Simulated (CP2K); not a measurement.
Runs of CP2K 2026.2 on Pt. It takes space group P6_3/mmc (No. 194, hexagonal). Conventional cell: a = 2.761 Å, b = 2.761 Å, c = 4.792 Å, α = 90.00°, β = 90.00°, γ = 120.00°. Pt (site symmetry -6m2) has 12 Pt at 2.76 to 2.88 Å as nearest neighbours. This isn't the form of Pt at room conditions, which is fcc.

| level | cutoff of the non-local correlation (Ry) | gap on the mesh (eV) | pressure (GPa) | largest force (eV/Å) |
| --- | --- | --- | --- | --- |
| LDA | - | none | -14.7 | - |
| BEEF-vdW | 300 | none | 4.3 | 0.15 |
| vdW-DF2 | 300 | none | (a) | 0.01 |
| PBEsol | - | none | -10.5 | - |
| TPSS | - | none | -6.2 | 0.01 |
| RPBE | - | none | (b) | - |

Alike in all rows: task band structure; potentials or basis POTENTIAL_UZH Pt GTH-PBE-q18; TZVP-MOLOPT-PBE-GTH basis; no spin polarisation; cell as given; k mesh 11 × 11 × 6; smearing fermi-dirac 0.05 eV.

Question: Fill in the values left out.

Answer: (a) 23.3; (b) 3.0.

Caveats: the potentials were made for another functional, which shifts forces and pressure; spin-orbit coupling is left out, which moves the levels of the heavy elements; the basis of atomic orbitals isn't converged, which shifts pressures, moduli and gaps.

A k mesh can miss the band edges, and the runs leave out spin-orbit coupling on Pt.

A gap of «none» marks a metal or a gap under the smearing width.

Runs at the PBE level aren't shown here.
